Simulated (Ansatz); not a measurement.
System: rock-salt NaBr. Method: r²SCAN0 in Ansatz (PAW).

Settings: plane-wave cutoff 520 eV, 8×8×8 k mesh, Fermi–Dirac smearing 0.01 eV, scalar-relativistic PAW data made under PBE.

The volume scan:

| V (Å³/atom) | E − E_lowest (meV/atom) | P (GPa) |
|---|---|---|
| 24.775 | 5.14 | 1.319 |
| 25.427 | 1.22 | 0.614 |
| 26.162 | 0.00 | -0.067 |
| 26.731 | 1.06 | -0.525 |
| 27.383 | 4.14 | -0.982 |

Problem. Fit the third-order Birch–Murnaghan equation and give B0 and B′.

Solution. V0 = 26.087 Å³/atom, B0 = 22.7 GPa, B′ = 4.8 (fit to the energies at full precision).

Measured, for comparison: bulk modulus 22.6 GPa (4 K, zero-point motion not removed; as tabulated in Doll and Stoll (1998), arXiv:cond-mat/9801031); equilibrium volume per atom 26.01 Å³/atom (low temperature, zero-point motion not removed; as tabulated in Doll and Stoll (1998), arXiv:cond-mat/9801031). Computed (rounded) less measured: bulk modulus +0.4 %, equilibrium volume per atom +0.3 %.

Computed values are for the static lattice.

Ansatz is a first-principles code.
